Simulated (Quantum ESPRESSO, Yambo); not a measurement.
In doubt: a PseudoDojo file used here is known to give poor structures and forces, which bears on pressures, cells, forces and phonons.

A convergence test on CuCl (Nantokite).

The database entry behind the starting cell differs from later determinations by our own check (0.1 to 0.3 % short, probably kX units), so it need not match the best structure at ambient conditions.

```
Cu Cl
1.0
     0.00000    2.70285    2.70285
     2.70285    0.00000    2.70285
     2.70285    2.70285    0.00000
Cu Cl
1 1
Cartesian
  0.0000 0.0000 0.0000
  1.3514 1.3514 1.3514
```

The cell and positions come from the Crystallography Open Database and are kept as given unless a step says otherwise.

Program: Yambo 5.3.0; PBE start, 4×4×4 mesh, Godby-Needs plasmon pole.

```csv
bands,screening cutoff (eV),gap on the mesh (eV)
130,210.9,1.128
478,210.9,1.178
130,353.7,1.096
```

Question: If the two steps added up, what gap would 478 bands at 353.7 eV give? Do they add up?

From the first row, the second adds +0.050 eV and the third −0.032 eV, so the sum predicts 1.128 +0.050 −0.032 = 1.146 eV. The run gave 1.141 eV, −0.005 eV from that. The steps nearly add up here.

Limits: not at the basis limit; d shell near the gap, gap tends to lie low; coarse k mesh.

[Paths, hosts, dates, memory and timing lines, banners, echoed tables and standing remarks are left out of the program output.]

[Logs are printed without paths, hosts, clocks, repeated set-up lines and the standing remarks that a program may print on its own settings, such as how far it seeks lower states.]

[Runs of the session that timed out or met a known fault of the program may be left out.]

[Hosts, paths, dates, database ids (printed as entryN), source tags and the programs' standing remarks are cut or masked in the printed files.]
